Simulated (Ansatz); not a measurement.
# P at a changed volume — electric field gradients

The cell is a COD entry, relaxed with PBE at fixed cell and then changed (volume scaled by 1.02, ions relaxed).

Space group P-1 (No. 2); a = 5.5394, b = 10.9562, c = 11.0968 Å, α = 94.68°, β = 99.83°, γ = 100.55°.

```csv
site,Wyckoff,site symmetry,x,y,z
P1,2i,1,0.0772,0.9909,0.6766
P3,2i,1,0.5854,0.1799,0.5412
P5,2i,1,0.1704,0.0510,0.1896
P7,2i,1,0.7767,0.3776,0.5597
P9,2i,1,0.6913,0.3029,0.0250
P11,2i,1,0.2368,0.0136,0.8753
P13,2i,1,0.5030,0.3179,0.6771
P15,2i,1,0.3741,0.3226,0.4786
P17,2i,1,0.0767,0.3663,0.1301
P19,2i,1,0.0076,0.1444,0.7998
P21,2i,1,0.8027,0.4887,0.1345
P23,2i,1,0.7634,0.3177,0.2280
```

One atom of each set is listed.

The numbers come from a DFT calculation in Ansatz (PBE, plane waves and PAW, scalar-relativistic, 420 eV cutoff, Γ-centred 6×3×3 k-points, Fermi–Dirac smearing 0.02 eV).

V_zz is the principal component of the electric field gradient with the largest magnitude, η = (V_xx − V_yy)/V_zz and C_Q = eQV_zz/h.

```csv
site,atoms,first shell,"V_xx, V_yy, V_zz (10²¹ V/m²)",η,C_Q (MHz)
P1,2,3 P at 2.21 Å,"-0.22, -0.23, 0.45",0.03,–
P3,2,3 P at 2.21 Å,"-0.16, -0.26, 0.43",0.23,–
P5,2,3 P at 2.21 Å,"-0.12, -0.33, 0.45",0.47,–
P7,2,3 P at 2.21 Å,"-0.10, -0.36, 0.46",0.55,–
P9,2,3 P at 2.21 Å,"-0.080, -0.26, 0.34",0.54,–
P11,2,3 P at 2.21 Å,"-0.089, -0.33, 0.42",0.57,–
P13,2,3 P at 2.20–2.21 Å,"-0.10, -0.31, 0.42",0.50,–
P15,2,3 P at 2.20–2.21 Å,"-0.14, -0.19, 0.33",0.17,–
P17,2,3 P at 2.21 Å,"-0.071, -0.29, 0.36",0.60,–
P19,2,3 P at 2.21 Å,"-0.078, -0.37, 0.45",0.65,–
P21,2,3 P at 2.21 Å,"-0.15, -0.30, 0.46",0.33,–
P23,2,3 P at 2.21 Å,"-0.13, -0.34, 0.47",0.45,–
```

The structure holds P–P bonds (2.21 Å). At P1, P3, P5, P7, P9 and P11 and others V_zz stands upright on the plane through its three neighbours (within 11°) in each case.

P has no stable isotope with a ground-state quadrupole moment in the table, so no C_Q is given.

The relaxation (4 steps) took 54 s of wall time (3.4 min of CPU time) and 2.3 GiB at its peak, on 4 threads of Intel Xeon 6975P-C (Granite Rapids) (x86_64; 16 cores open to the job, memory cap 8.0 GiB, no GPU), a shared host with a load of 0.3 a core.
